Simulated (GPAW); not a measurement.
# Au (Fm-3m) in GPAW: single point with PBE

Aim: the single point of Au with PBE.

Everything below comes from runs of GPAW 26.7.0. Logs are shortened: lines on timing, memory, paths and dates and some standing lists are left out, and cuts for length are marked. The log counts tension as positive stress, the text compression.

### Step 1. The cell of the first run

Symmetry: Fm-3m, No. 225, cubic system. Conventional cell: a = 3.958 Å, b = 3.958 Å, c = 3.958 Å, α = 90.00°, β = 90.00°, γ = 90.00°. Au (site symmetry m-3m) has 12 Au at 2.80 Å as nearest neighbours.

### Step 2. Single point, PBE (volume scaled by 0.92)

Contents of run.py:

```python
from ase.dft.bandgap import bandgap
from ase.io import read, write
from ase.units import GPa
from gpaw import GPAW, PW

atoms = read('POSCAR')

calc = GPAW(mode=PW(450),
            xc='PBE',
            kpts={'size': (9, 9, 9), 'gamma': True},
            occupations={'name': 'fermi-dirac', 'width': 0.05},
            nbands=14,
            convergence={'density': 1e-05, 'energy': 1e-05},
            maxiter=80,
            txt='gpaw.txt')
atoms.calc = calc
energy = atoms.get_potential_energy()
forces = atoms.get_forces()
stress = atoms.get_stress()
calc.write('gs.gpw')
write('result.traj', atoms)
print(f'Energy: {energy:.6f} eV')
print('Forces (eV/A):')
print(forces.round(4))
print('Stress (GPa):', (stress / GPa).round(3))
print('Fermi level:', round(calc.get_fermi_level(), 4), 'eV')
print(f'Gap: {bandgap(calc)[0]:.4f} eV, direct: {bandgap(calc, direct=True)[0]:.4f} eV')
```

Contents of POSCAR:

```
Au
1.0
    0.0000000000      1.9792182614      1.9792182614
    1.9792182614      0.0000000000      1.9792182614
    1.9792182614      1.9792182614      0.0000000000
Au
1
Direct
    0.0000000000      0.0000000000      0.0000000000
```

Potentials or basis: GPAW PAW data sets (gpaw-data 1.2.1), pw.

Started as:

```
> OMP_NUM_THREADS=1 python run.py
```

gpaw.txt:

```text
__  _  _
 | _ |_)|_||  |
 |__||  | ||/\| - 26.7.0

Input parameters:
  mode=PW(ecut=450.00000000000006),
  convergence={'density': 1e-05, 'energy': 1e-05},
  kpts=MonkhorstPack(size=(9, 9, 9), gamma=True),
  maxiter=80,
  nbands=14,
  occupations=Occupations(name='fermi-dirac', width=0.05),
  xc=XC(name='PBE')

Diagonalizing LCAO Hamiltonian
Converting LCAO to pw mode

       Au

Atoms  # Å, Bohr magnetons
|   | symbol |        x |        y |        z |    initial magnetic moments |
|---|--------|----------|----------|----------|-----------------------------|
| 0 |     Au | 0.000000 | 0.000000 | 0.000000 | ( 0.0000,  0.0000,  0.0000) |

Unit cell  # Å
| periodic |        x |        y |        z |  lengths |    angles |
|----------|----------|----------|----------|----------|-----------|
|      yes | 0.000000 | 1.979218 | 1.979218 | 2.799037 | 60.000000 |
|      yes | 1.979218 | 0.000000 | 1.979218 | 2.799037 | 60.000000 |
|      yes | 1.979218 | 1.979218 | 0.000000 | 2.799037 | 60.000000 |

Number of symmetries: 48
Symmetry operations  # r_c * U_cc + t_c -> r_c
|    | kind |            matrix            |
|----|------|------------------------------|
|  0 |  σ   |  1, 0, 0,  1, 0,-1,  1,-1, 0 |
|  1 |  C2  |  1, 0, 0,  1,-1, 0,  1, 0,-1 |
|  2 |  E   |  1, 0, 0,  0, 1, 0,  0, 0, 1 |
|  3 |  σ   |  1, 0, 0,  0, 0, 1,  0, 1, 0 |
|  4 |  C4  |  1, 0,-1,  1, 0, 0,  1,-1, 0 |
|  5 |  S6  |  1, 0,-1,  1,-1, 0,  1, 0, 0 |
|  6 |  σ   |  1, 0,-1,  0, 1,-1,  0, 0,-1 |
|  7 |  C3  |  1, 0,-1,  0, 0,-1,  0, 1,-1 |
|  8 |  S6  |  1,-1, 0,  1, 0, 0,  1, 0,-1 |
|  9 |  C4  |  1,-1, 0,  1, 0,-1,  1, 0, 0 |
| 10 |  C3  |  1,-1, 0,  0,-1, 1,  0,-1, 0 |
| 11 |  σ   |  1,-1, 0,  0,-1, 0,  0,-1, 1 |
| 12 |  σ   |  0, 1, 0,  1, 0, 0,  0, 0, 1 |
| 13 |  C4  |  0, 1, 0,  0, 1,-1, -1, 1, 0 |
| 14 |  C3  |  0, 1, 0,  0, 0, 1,  1, 0, 0 |
| 15 |  S6  |  0, 1, 0, -1, 1, 0,  0, 1,-1 |
| 16 |  C2  |  0, 1,-1,  1, 0,-1,  0, 0,-1 |
| 17 |  σ   |  0, 1,-1,  0, 1, 0, -1, 1, 0 |
| 18 |  S4  |  0, 1,-1,  0, 0,-1,  1, 0,-1 |
| 19 |  C4  |  0, 1,-1, -1, 1, 0,  0, 1, 0 |
| 20 |  C3  |  0, 0, 1,  1, 0, 0,  0, 1, 0 |
| 21 |  σ   |  0, 0, 1,  0, 1, 0,  1, 0, 0 |
| 22 |  S6  |  0, 0, 1,  0,-1, 1, -1, 0, 1 |
| 23 |  C4  |  0, 0, 1, -1, 0, 1,  0,-1, 1 |
| 24 |  S4  |  0, 0,-1,  1, 0,-1,  0, 1,-1 |
| 25 |  C3  |  0, 0,-1,  0, 1,-1,  1, 0,-1 |
| 26 |  C2  |  0, 0,-1,  0,-1, 0, -1, 0, 0 |
| 27 |  S6  |  0, 0,-1, -1, 0, 0,  0,-1, 0 |
| 28 |  S4  |  0,-1, 1,  1,-1, 0,  0,-1, 0 |
| 29 |  C4  |  0,-1, 1,  0, 0, 1, -1, 0, 1 |
| 30 |  C2  |  0,-1, 1,  0,-1, 0,  1,-1, 0 |
| 31 |  σ   |  0,-1, 1, -1, 0, 1,  0, 0, 1 |
| 32 |  C3  |  0,-1, 0,  1,-1, 0,  0,-1, 1 |
| 33 |  S6  |  0,-1, 0,  0, 0,-1, -1, 0, 0 |
| 34 |  S4  |  0,-1, 0,  0,-1, 1,  1,-1, 0 |
| 35 |  C2  |  0,-1, 0, -1, 0, 0,  0, 0,-1 |
| 36 |  C2  | -1, 1, 0,  0, 1, 0,  0, 1,-1 |
| 37 |  S6  | -1, 1, 0,  0, 1,-1,  0, 1, 0 |
| 38 |  S4  | -1, 1, 0, -1, 0, 1, -1, 0, 0 |
| 39 |  C3  | -1, 1, 0, -1, 0, 0, -1, 0, 1 |
| 40 |  S6  | -1, 0, 1,  0, 0, 1,  0,-1, 1 |
| 41 |  C2  | -1, 0, 1,  0,-1, 1,  0, 0, 1 |
| 42 |  C3  | -1, 0, 1, -1, 1, 0, -1, 0, 0 |
| 43 |  S4  | -1, 0, 1, -1, 0, 0, -1, 1, 0 |
| 44 |  C2  | -1, 0, 0,  0, 0,-1,  0,-1, 0 |
| 45 |  i   | -1, 0, 0,  0,-1, 0,  0, 0,-1 |
| 46 |  σ   | -1, 0, 0, -1, 1, 0, -1, 0, 1 |
| 47 |  C2  | -1, 0, 0, -1, 0, 1, -1, 1, 0 |

BZ-sampling:
  Number of BZ points: 729
  Number of IBZ points: 35

  Monkhorst-Pack size: [9, 9, 9]
  Monkhorst-Pack shift: [0, 0, 0]

K-points  # in reciprocal-cell coordinates
|     |                                coordinates |     weight |
|-----|--------------------------------------------|------------|
|   0 | (  0.00000000,   0.00000000,   0.00000000) | 0.00137174 |
|   1 | (  0.11111111,   0.11111111,   0.00000000) | 0.00823045 |
|   2 | (  0.11111111,   0.11111111,   0.11111111) | 0.01097394 |
|   3 | (  0.22222222,   0.11111111,   0.11111111) | 0.01646091 |
|   4 | (  0.22222222,   0.22222222,   0.00000000) | 0.00823045 |
|   5 | (  0.22222222,   0.22222222,   0.11111111) | 0.03292181 |
|   6 | (  0.22222222,   0.22222222,   0.22222222) | 0.01097394 |
|   7 | (  0.33333333,   0.22222222,   0.11111111) | 0.03292181 |
|   8 | (  0.33333333,   0.22222222,   0.22222222) | 0.03292181 |
|   9 | (  0.33333333,   0.33333333,  -0.33333333) | 0.01646091 |
| ... |                                            |            |
|  34 | (  0.44444444,   0.44444444,   0.44444444) | 0.01097394 |

Plane wave coefficients: 347
Cutoff: 450.00000000000006 eV

Spin-components: 1 (collinear spins)
Bands:           14
Projectors:      6
Spin-degeneracy: 2
Datatype:        complex128

Density:
  Valence electrons: 11.0
  Components: 1
  Grid points: [14 14 14]
  Charge: 0.0  # |e|

Potential:
  Grid points: [14 14 14]

species:
  Au:
    name:    Gold
    Z:       79.0
    valence: 11
    core:    68
    charge:  0.0  # [|e|]
    compensation charges:
      type: gauss
      rc: 0.42  # [Å]
      lmax: 2
    cutoffs:
      filter: 2.33  # [Å]
      core: 2.81  # [Å]
    projectors
    | kind |    occ | energy [eV] | rcut [Å] |
    |------|--------|-------------|----------|
    |   6s |  1.000 |      -5.728 |    1.323 |
    |   6p |  0.000 |      -0.775 |    1.323 |
    |   5d | 10.000 |      -6.891 |    1.323 |
    |    s |        |      21.484 |    1.323 |
    |    p |        |      26.436 |    1.323 |
    |    d |        |      20.321 |    1.323 |

    Using partial waves for Au as LCAO basis

Reference energy: -516598.271109  # eV

eigensolver:
  PPCG
  Converge bands: occupied
  niter=2

density mixing:
  MSR1-Mixer
  Pratt-step length: 0.05
  Maximum mixing coefficient: 0.75
  Old densities: 10
  SVD Regularization: 0.005
  Good broyden scale: 1.0
  Trust region scale: 1.0
  Backstep threshold: 4.0
  History deletion threshold: 6.0
  Fourier metric: weight=20.0, sigma=0.015

occupation numbers:
  Fermi-Dirac:
    width: 0.0500  # eV

poisson solver:
  ecut: 3600.0000000000005  # eV

xc functional:
  name: PBE with 2 nearest neighbor stencil

convergence criteria:
- Maximum integral of absolute [dens]ity change: 1e-05 electrons / valence electron
- Maximum [total energy] change in last 3 cyles: 1e-05 eV / valence electron
- Maximum integral of absolute [eigenst]ate change: 4e-08 eV^2 / valence electron
maximum number of iterations: 80

SCF iterations
|iter     | |      energy | eigst |  dens |
|---------|-|-------------|-------|-------|
|iter:   1| |   -3.202944 | -0.37 |       |
|iter:   2| |   -3.148031 | -2.83 | -1.10 |
|iter:   3| |   -2.922952 | -2.35 | -1.15 |
|iter:   4| |   -2.919715 | -4.20 | -2.09 |
|iter:   5| |   -2.918634 | -4.03 | -2.38 |
|iter:   6| |   -2.918627 | -6.93 | -3.70 |
|iter:   7| |   -2.918625c| -7.24 | -3.97 |
|iter:   8| |   -2.918624c| -8.86c| -5.21c|

Converged in 8 steps
Energy contributions relative to reference atoms: (reference = -516598.271109)

Energy contributions:
  Kinetic:           6.311999
  Coulomb:          -5.867080
  Zero:              0.157053
  External:          0.000000
  Xc:               -3.520157
  Entropy:          -0.000878
  Spinorbit:         0.000000
  ----------------------------
  Free energy:      -2.919063
  Extrapolated:     -2.918624

dipole moment: (-13.542014, -13.542014, -13.542014)  # |e|*Ang

Fermi level: 11.497
Eigenvalues  # (at kpt = [0.000, 0.000, 0.000])
| band index |      eig [eV] | occ [0-2] |
|------------|---------------|-----------|
|          0 |         0.788 |     2.000 |
|          1 |         6.439 |     2.000 |
|          2 |         6.439 |     2.000 |
|          3 |         6.439 |     2.000 |
|          4 |         8.221 |     2.000 |
|          5 |         8.221 |     2.000 |
|          6 |        27.501 |     0.000 |
|          7 |        31.876 |     0.000 |
|          8 |        31.876 |     0.000 |
|          9 |        31.876 |     0.000 |
|         10 |        35.979 |     0.000 |
|         11 |        41.375 |     0.000 |
|         12 |        41.375 |     0.000 |
|         13 |        41.375 |     0.000 |

No gap
No difference between direct/indirect transitions

Forces  # eV/Ang
|       x |       y |        z |
|---------|---------|----------|
| 0.00000 | 0.00000 | -0.00000 |  # Au   0

Stress tensor  # eV/Ang^3
|         x |         y |         z |
|-----------|-----------|-----------|
| -0.216889 | -0.000000 |  0.000000 |
| -0.000000 | -0.216889 |  0.000000 |
|  0.000000 |  0.000000 | -0.216889 |

# Writing to gs.gpw (mode='')
```

Wall time 4.1 s (1 thread of AMD EPYC 7B13 (Zen 3), shared host); peak memory 0.12 GiB.

What came out:

| Quantity | Value |
| --- | --- |
| Free energy | -2.9191 eV |
| Pressure | 34.7 GPa |
| Band gap on the k mesh | none (metal or under the smearing width) |

Caveat: with this Au data set, volumes or pressures lay over 1.5 % or 2 GPa off other programs in two to four cells of ten; the cutoff is short for stress and forces, so pressures can be off by a GPa or more. Spin-orbit coupling is left out, which matters for the levels of Au.
